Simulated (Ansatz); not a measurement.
Runs of Ansatz 0.2.0 on FeO. It takes space group Fm-3m (No. 225, cubic). Conventional cell: a = 4.311 Å, b = 4.311 Å, c = 4.311 Å, α = 90.00°, β = 90.00°, γ = 90.00°. Fe (site symmetry m-3m) is surrounded by 6 O at 2.16 Å. Around O (site symmetry m-3m) lie 6 Fe at 2.16 Å. 

```csv
task,level,potentials or basis,spin,U,k mesh,smearing,hubbard projectors,double counting,gap on the mesh (eV),pressure (GPa),V0 of scaled cells (Å³/atom),B0 (GPa)
equation of state,PBE,Ansatz PAW soft_1,"collinear, ferromagnetic start",-,11 × 11 × 11,fermi-dirac 0.05 eV,-,-,-,-,10.01,185
single point,PBE,Ansatz PAW,"collinear, ferromagnetic start",-,11 × 11 × 11,fermi-dirac 0.05 eV,-,-,none,(a),-,-
equation of state,PBE,Ansatz PAW,"collinear, ferromagnetic start",-,11 × 11 × 11,fermi-dirac 0.05 eV,-,-,-,-,(b),185
single point,PBE+U,Ansatz PAW,off,Fe d U = 5 eV,8 × 8 × 8,gaussian 0.05 eV,ortho-atomic (the default),fll (the default),2.99,-17.2,-,-
```

Alike in all rows: cell as given; cutoff (eV) 420.

Problem. Fill in the values left out.

Solution. (a) -0.2; (b) 10.00.

Caveats: a cell with one magnetic atom can't hold antiferromagnetic order, which such compounds often take (some runs); semilocal functionals often make such compounds metallic where correlation or magnetic order opens a gap, which also shifts bond lengths (some runs).

A k mesh can miss the band edges.

A gap of «none» marks a metal or a gap under the smearing width.

Not every run made on this cell is shown here.
